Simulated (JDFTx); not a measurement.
Os under changes of volume

One of the cells (13.982 Å³/atom); the others are scaled copies at fixed shape and fractional positions:

```
Os
1.0
     2.73410    0.00000    0.00000
    -1.36705    2.36780    0.00000
     0.00000    0.00000    4.31970
Os
2
Direct
  0.66667 0.33333 0.75000
  0.33333 0.66667 0.25000
```

- Program: JDFTx 1.7.0 (patched build)
- Functional: LDA
- Potentials or basis: PseudoDojo-SR-LDA-0.4.1-standard
- Cutoff: 1007 eV
- Density cutoff: 8055 eV
- k mesh: 11 × 11 × 6
- Occupations: fermi-dirac, width 0.05 eV
- Spin: no spin polarisation

```tsv
volume (Å³/atom)	energy over the lowest point (meV/atom)	pressure (GPa)
13.143	?	?
13.423	6.43	8.6
13.703	0.00	-1.0
13.982	9.43	-9.6
14.262	32.97	-17.2
14.542	69.02	-23.9
14.821	116.19	-29.9
```

**Question.** What does the run at 13.143 Å³/atom give?

**Answer.** Energy over the lowest point 30.71 meV/atom; pressure 19.5 GPa.

Worked out: A Birch-Murnaghan fit of order 3 (a polynomial in V^(-2/3)) to the other rows has its minimum at 13.67 Å³/atom with B0 = V·E''(V) = 448 GPa and B' = 4.7 at fixed shape and positions, which overstates the stiffness. It gives 30.63 meV/atom at 13.143 Å³/atom, against the run's 30.71, and -dE/dV = 19.4 GPa, against 19.5.

Energies are extrapolated to zero smearing.
